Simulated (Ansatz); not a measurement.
Crystal: Ag.

```xyz
1
Lattice="-1.6557 1.6557 1.6557 1.6557 -1.6557 1.6557 1.6557 1.6557 -1.6557" Properties=species:S:1:pos:R:3 pbc="T T T"
Ag    0.0000    0.0000    0.0000
```

This isn't the form of Ag at room conditions, which is fcc.

Base run:

* Program: Ansatz 0.2.0
* Functional: PBEsol
* Potentials or basis: all-electron LAPW, scalar-relativistic
* Cutoff: 245 eV (chosen from the basis error)
* Basis error allowed: 0.001 eV/atom
* k mesh: 11 × 11 × 11
* Occupations: fermi-dirac, width 0.05 eV
* Spin: no spin polarisation

Its results: pressure -7.3 GPa.

Q: The run is repeated on the same cell with these changes: potentials or basis from all-electron LAPW, scalar-relativistic to all-electron LAPW, non-relativistic. What comes out?

A: Pressure -0.8 GPa.

Caveats: relativity is left out, which matters for the heavier elements (some runs).
